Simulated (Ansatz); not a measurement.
## Sb2Te3, pressure series

Consider Sb2Te3 in the Bi2Te3 type structure (space group R-3m, No. 166; a = 4.286 Å, c = 30.930 Å (hexagonal axes)).

Cell and atoms are relaxed at each pressure.

All numbers come from plane-wave PAW DFT at the r2SCAN+rVV10 level (Ansatz, a program for electronic structure, 500 eV), no spin-orbit coupling.

```csv
case,band gap,lattice parameter a
base,0.27 eV,8.099 bohr
pressure −1 GPa,0.47 eV,8.148 bohr
pressure 0.3 GPa,0.23 eV,8.086 bohr
pressure 0.7 GPa,0.19 eV,8.068 bohr
pressure 1.5 GPa,0.10 eV,8.031 bohr
pressure 3 GPa,zero,7.968 bohr
pressure 5 GPa,zero,7.888 bohr
pressure 7.5 GPa,zero,7.794 bohr
pressure 10 GPa,zero,7.680 bohr
```

The mesh was chosen for an insulator and is coarse for the gapless case. Spin-orbit coupling, missing from the scalar runs, can matter with Sb and Te. Load acts through the strain it causes; cell and atoms are relaxed under it. Stability against distortions was not tested. No other phases were tried under pressure. The final runs are not spin-polarised. A zero or small gap of Sb2Te3 can be the functional's error rather than a property of the material.
